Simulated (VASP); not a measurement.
A run of VASP 6.6.1:

File INCAR:

```
SYSTEM = Pt
PREC = Accurate ; ENCUT = 520
EDIFF = 1E-6 ; ISMEAR = 0
SIGMA = 0.1 ; LREAL = .False.
LASPH = .True. ; NELM = 100
ALGO = Normal ; ISIF = 2
LWAVE = .False. ; LCHARG = .False.
GGA = PE ; NBANDS = 28
```

KPOINTS

```
regular mesh
0
Gamma
  6 6 4
  0 0 0
```

POSCAR

```
Pt
1.0
    1.9752098422     -1.9728949231      0.0000000000
    1.9752098422      1.9728949231      0.0000000000
    0.0000000000      0.0000000000      8.0136799246
Pt
4
Direct
    0.7502733456      0.2497266544      0.1250044420
    0.7497266544      0.2502733456      0.6250044420
    0.2497266544      0.7502733456      0.8749955580
    0.2502733456      0.7497266544      0.3749955580
```

Potentials or basis: VASP PAW PBE potentials, release 64 (Pt).

Run with:

```bash
$ cat potpaw_PBE.64/Pt/POTCAR > POTCAR
$ mpirun -np 1 vasp_std > vasp.out
```

Hardware: 1 thread of Intel(R) Xeon(R) Platinum 8488C (Sapphire Rapids) (shared host).

**Question.** Estimate the wall time of this run.

**Answer.** Wall time 33 s on 1 thread of Intel(R) Xeon(R) Platinum 8488C (Sapphire Rapids) (shared host), peak memory 0.2 GiB. Counts: scf iterations 12, k points 39.
